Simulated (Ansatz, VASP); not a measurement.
## One calculation of Ir, two programs

The input INCAR:

```
  PREC = Accurate
  ENCUT = 520
  EDIFF = 1E-6
  ISMEAR = -1
  SIGMA = 0.05
  LREAL = F
  LASPH = T
  NELM = 60
  ALGO = Normal
  ISIF = 2
  LWAVE = F
  LCHARG = F
  GGA = PS
  NBANDS = 10
```

KPOINTS

```
regular mesh
0
Gamma
  15 15 15
```

POSCAR

```
Ir
1.0
    0.0575910000      1.9484955000      1.9484955000
    1.9484955000      0.0575910000      1.9484955000
    1.9484955000      1.9484955000      0.0575910000
Ir
1
Direct
    0.0000000000      0.0000000000      0.0000000000
```

Input for Ansatz:

```yaml
crystal:
  lattice:
    - [0.057591, 1.9484955, 1.9484955]
    - [1.9484955, 0.057591, 1.9484955]
    - [1.9484955, 1.9484955, 0.057591]
  atoms:
    - { symbol: Ir, position: [0.0, 0.0, 0.0] }
kpoints:
  mp_grid: { grid: [15, 15, 15] }
  band_path:
    path:
      - [0.0, 0.0, 0.0]
      - [0.5, 0.5, 0.5]
      - [0.2428775097, 0.5, 0.7571224903]
      - [-0.2428775097, 0.2428775097, 0.5]
      - [0.0, 0.0, 0.5]
      - [0.0, 0.0, 0.0]
      - [-0.3714387548, 0.0, 0.3714387548]
      - [0.0, 0.3714387548, 0.6285612452]
      - [0.0, 0.5, 0.5]
    npoints: 5
scf:
  occupations: { method: fermi_dirac, width: 0.05 }
hamiltonian:
  xc: pbesol
  pseudopotentials: { kind: all_electron, lapw: { basis_error: 0.0005 } }
output:
  forces: true
  stress: true
  eigenvalues: true
```

Change from the starting cell: equal xy, yz and zx shear strains of +3 %.

Alike in both runs: task single point; functional PBEsol; k mesh 15 × 15 × 15; occupations fermi-dirac, width 0.05 eV; no spin polarisation.

```csv
,VASP,Ansatz
version,VASP 6.6.1,Ansatz 0.2.0
potentials or method,"VASP PAW PBE potentials, release 64 (Ir)","all-electron LAPW, scalar-relativistic"
plane-wave cutoff (eV),520,see its input
```

```tsv
	VASP	Ansatz	Ansatz less VASP
pressure (GPa)	-0.5	-1.5	-0.99
largest component of the traceless stress (GPa)	8.48	8.45	-0.027
```

Ansatz ran all-electron here, so the differences hold the error of VASP's frozen core and of both bases.

Caveats: the PAW data sets were made with another functional, which shifts forces and pressure a little (VASP). Spin-orbit coupling is left out, which matters for the levels of Ir.
